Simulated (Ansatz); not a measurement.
# MgO (Fm-3m) in Ansatz: further runs, part 2 of 2

Ansatz 0.2.0.

### 4 Single point, PBE

Input file input.yaml:

```yaml
crystal:
  lattice:
    - [0.0, 2.0970013927, 2.0970013927]
    - [2.0970013927, 0.0, 2.0970013927]
    - [2.0970013927, 2.0970013927, 0.0]
  atoms:
    - { symbol: Mg, position: [0.0, 0.0, 0.0] }
    - { symbol: O, position: [0.5, 0.5, 0.5] }
hamiltonian:
  xc: pbe
  pseudopotentials: { kind: paw }
kpoints:
  mp_grid: { grid: [11, 11, 11] }
scf:
  occupations: { method: gaussian, width: 0.03 }
output:
  forces: true
  stress: true
  eigenvalues: true
```

Potentials or basis: Ansatz PAW.

Started as:

```sh
ansatz run input.yaml --threads 2 --pin off --max-ram 5632MiB --backend cpu --events-out ev --progress --plain --runs-dir out
```

Log:

```text
Warning: RAYON_NUM_THREADS=2 ignored (pool sized by the plan → 2); use --threads N
Engine: ansatz 0.2.0, aarch64-unknown-linux-gnu
Pseudopotentials: kind: paw
Pseudopotential: Mg, paw, valence charge 10, recommended cutoff 420 eV (normal), Mg.paw.azcp
Pseudopotential: O, paw, valence charge 6, recommended cutoff 420 eV (normal), O.paw.azcp
Functional definition: PBE
  parameter kappa = 0.804
  parameter beta = 0.06672455060314922
  exchange = pbe_x(kappa = kappa, mu = beta*pi^2/3)
  correlation = pbe_c(beta = beta)
Crystal: 2 atoms, lattice volume = 18.443 Å³
Basis set: ecut = 420 eV, 339 PW (Γ), exchange–correlation on 40×40×40 points (8 copies of the dense FFT grid, shifted against one another)
Bands: 12, of which v1, the nominal top of the filled ones, is band 8 counted from 1 (7 counted from 0)
Symmetry: 48 space group operations
Space group: Fm-3m (ITA 225), of the structure as read, at distance tolerance 2.6e-5 Å
k-points: 56 of 1331
Non-local potential: Mg, projectors of the file, l = 0: 3, l = 1: 2, l = 2: 1
Non-local potential: O, projectors of the file, l = 0: 2, l = 1: 2, l = 2: 1
PAW form: soft (Blöchl's): semilocal exchange-correlation on the pseudo side does not see the compensation charge
PAW one-centre angular grid: Mg, 110 points (default); XC on 64 Gauss nodes
PAW one-centre angular grid: O, 110 points (default); XC on 64 Gauss nodes
Initial density: superposition of atomic densities (neutral atoms: chi_scale 0, normalization atom), corrected by the library's trained network
Initial wavefunctions: pseudopotential atomic-orbital guess
Functional: x = pbe(κ = 0.804, μ = 0.2195149727645171), c = pbe(β = 0.06672455060314922)
SCF iter   1: F=—  HF=-2494.121904 eV  |F-HF|=—  |Δ(HF+E_count)|=         —  Δρ=5.85e-4  dr2=8.28e-6  ethr=1.77e-3  ⟨swp⟩=5.8  Hψ=3917  notcnv=0
preconditioner: auto → none  [insulator: Δε(μ)=4.867 eV  Ē_g=18.688 eV  σ=0.030 eV  W_gap=1.00  n_scr=8 (ndim 8)  ℏωp=24.5 eV  f_vac=0.000  D(μ)=0.00/eV (n_scr^D=0)  ε∞_Penn≈2.7]
SCF iter   2: F=—  HF=-2494.122355 eV  |F-HF|=—  |Δ(HF+E_count)|=   4.50e-4  Δρ=4.18e-4  dr2=1.49e-5  ethr=5.18e-8  ⟨swp⟩=3.7  Hψ=2020  notcnv=0
SCF iter   3: F=—  HF=-2494.122376 eV  |F-HF|=—  |Δ(HF+E_count)|=   2.10e-5  Δρ=2.23e-4  dr2=3.63e-6  ethr=5.18e-8  ⟨swp⟩=2.9  Hψ=1096  notcnv=0
iter 4 did not close the SCF: its close was put off for the readings that it lacked (scf_convergence_deferred on its scf_iter line)
SCF iter   4: F=-2494.122391 eV  HF=-2494.122391 eV  |F-HF|=1.90e-8  |Δ(HF+E_count)|=   1.53e-5  Δρ=2.91e-5  dr2=5.41e-8  ethr=2.27e-8  ⟨swp⟩=2.1  Hψ=1032  notcnv=0
iter 5 did not close the SCF: its close was put off for the readings that it lacked (scf_convergence_deferred on its scf_iter line)
SCF iter   5: F=-2494.122391 eV  HF=-2494.122391 eV  |F-HF|=8.17e-9  |Δ(HF+E_count)|=   1.79e-8  Δρ=8.53e-6  dr2=7.17e-9  ethr=3.38e-10  ⟨swp⟩=2.7  Hψ=1126  notcnv=0
SCF iter   6: F=-2494.122391 eV  HF=-2494.122391 eV  |F-HF|=1.05e-9  |Δ(HF+E_count)|=   3.19e-9  Δρ=2.93e-6  dr2=7.31e-10  ethr=4.48e-11  ⟨swp⟩=1.2  Hψ=2031  notcnv=0
SCF 1 converged in 6 iterations: F = -2494.122391 eV  dr2 = 7.31e-10
SCF converged after 6 iterations
Free energy (F): -2494.122391 eV
Harris-Foulkes:  -2494.122391 eV  (|F-HF|=1.05e-9)
Internal energy: -2494.122391 eV  (E = F + TS)
E sigma→0 (E₀):  -2494.122391 eV
Fermi energy:    10.730803 eV
--- Per-component energies (eV) ---
  E_band       = -289.824720
  E_kinetic    = 256.228121
  E_local      = -1594.291234  (includes V_loc(G=0)·N_el)
  E_nonlocal   = 142.843512
  E_hartree    = 551.485695
  E_xc         = -105.411154
  E_vxc        = -135.097026  (∫ρ·V_xc dr)
  E_paw        = -450.061194  (= ΣΔE_a)
  E_vpaw       = -62.481099  (= ΣTr[D̂ρ^β])
  E_aug_tail   = 0.002518  (compensation charges beyond the density's cutoff)
  E_ewald      = -1294.918655
  E_smearing   = -0.000000  (= −TS)
  E_closure    = 0.000000  (closes the sum)
  Σ components = -2494.122391   (vs F -2494.122391, Δ=0.00e0)
--- Forces (eV/Å), atoms counted from 1 ---
  atom   1  Mg    -0.00000000     0.00000000    -0.00000000
  atom   2  O      0.00000000     0.00000000    -0.00000000
  max |Σ_I F_I| component: 1.13e-29 eV/Å
--- Stress (GPa, compression-positive) ---
        6.907510       0.000000       0.000000
        0.000000       6.907510      -0.000000
       -0.000000       0.000000       6.907510
  P = ⅓ Tr σ = 6.9075 GPa (69.075 kbar)
--- Band table (eV; the first three rows and the last of 56) ---
  k-point 0: bands = ["-63.9555", "-30.6748", "-30.6748", "-30.6748", "-9.0220", "8.2960", "8.2960", "8.2960", "13.1654", "24.1918", "24.1918", "24.1918"]
  k-point 1: bands = ["-63.9547", "-30.6821", "-30.6755", "-30.6755", "-8.9294", "7.7456", "8.2390", "8.2390", "13.6950", "23.0919", "24.3956", "24.3956"]
  k-point 2: bands = ["-63.9528", "-30.7017", "-30.6774", "-30.6774", "-8.6707", "6.5696", "8.0896", "8.0896", "14.7693", "21.6442", "24.8524", "24.8524"]
  k-point 55: bands = ["-63.9433", "-30.7309", "-30.7275", "-30.7046", "-7.3919", "5.1787", "5.3886", "6.6519", "19.6291", "20.3185", "20.6405", "24.2964"]
```

It took 0.45 s on 2 threads of Arm Neoverse V2, shared host; peak memory 0.25 GiB.

Results:

- Free energy: -2494.1224 eV
- Pressure: 6.9 GPa
- Band gap on the k mesh: 4.87 eV, direct

Caveat: odd divisions of the mesh miss points on the zone boundary, where band edges often lie, so the gap on the mesh can be too wide; the pressure holds a Pulay correction of +0.6 GPa for the finite cutoff.

### 5 Summary

| task | level | cell | smearing | gap on the mesh (eV) | pressure (GPa) |
| --- | --- | --- | --- | --- | --- |
| relaxation of cell and atoms | BLYP+D4 | relaxed | fermi-dirac 0.05 eV | 4.98 | 0.0 |
| single point | PBE | as given | gaussian 0.029 eV | 4.87 | 6.9 |
| single point | PBE | as given | gaussian 0.03 eV | 4.87 | 6.9 |

Alike in all rows: potentials or basis Ansatz PAW; no spin polarisation; k mesh 11 × 11 × 11; cutoff (eV) 420.

Caveats: odd divisions of the mesh miss points on the zone boundary, where band edges often lie, so the gap on the mesh can be too wide; the plane-wave basis is chosen anew once the cell has moved, so the energies of steps on either side of that aren't comparable (some runs); the PAW data sets come from PBE, with cores solved anew for the run's functional, which leaves a small shift of forces and pressure (some runs).

Absolute energies hang on the potentials; compare differences alone.

### 6 Against experiment

Step 3. Measured gap of MgO: 7.83 eV (quoted in “Electronic structure of alkaline earth and post-transition metal oxides”, 2009, arxiv:0908.1581). This calculation gives 4.87 eV (-2.96 eV). The value is that of PBE, without temperature or zero-point motion. Semilocal functionals fall short of measured gaps as a rule. The cell is a database's relaxed one, not the measured one, which moves gaps too.

Step 4. Against the measured gap of MgO, 7.83 eV (quoted in “Electronic structure of alkaline earth and post-transition metal oxides”, 2009, arxiv:0908.1581), the calculated 4.87 eV is off by -2.96 eV. The value is that of PBE, without temperature or zero-point motion. Semilocal functionals fall short of measured gaps as a rule. The cell is a database's relaxed one, not the measured one, which moves gaps too.
